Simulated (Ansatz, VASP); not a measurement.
# Hg: VASP beside Ansatz

```
Hg
1.0
    -1.79341    1.79341    1.79341
     1.79341   -1.79341    1.79341
     1.79341    1.79341   -1.79341
Hg
1
Cartesian
  0.0000 0.0000 0.0000
```

The cell was built by a generator and needn't be a form met in nature.

Alike in both runs: task relaxation of cell and atoms; functional revPBE; k mesh 12 × 12 × 12; occupations fermi-dirac, width 0.1 eV; no spin polarisation.

|  | VASP | Ansatz |
| --- | --- | --- |
| version | VASP 6.6.1 | Ansatz 0.2.0 |
| potentials or method | VASP PAW PBE potentials, release 64 (Hg) | plane waves (420 eV) with PAW, scalar-relativistic |
| plane-wave cutoff (eV) | 600 | 420 |
| valence electrons in the cell | 12 | 20 |

Ansatz gave:

| Item | Value |
| --- | --- |
| gap on the k mesh at the Fermi level, each at its own relaxed structure (eV) | 4.27 |
| relaxed volume (Å³/atom) | 110.17 |
| relaxed cell length with the largest relative difference (Å) | 5.231 |
| energy change over the relaxation (meV/atom) | -301 |

Task: What did VASP give for the same quantities?

Result: gap on the k mesh at the Fermi level, each at its own relaxed structure (eV): 3.85; relaxed volume (Å³/atom): 88.05; relaxed cell length with the largest relative difference (Å): 4.854; energy change over the relaxation (meV/atom): -251.

One of these differences is far larger than is usual between the two programs; its cause wasn't traced. The two sets of potentials don't hold the same shells in valence.

Caveats: the volume moved by over 15 % at a fixed basis, so the end points are rough (VASP); the PAW data sets were made with another functional, which shifts forces and pressure a little (VASP); spin-orbit coupling is left out, which moves the levels of the heavy elements. A k mesh can miss the band edges.
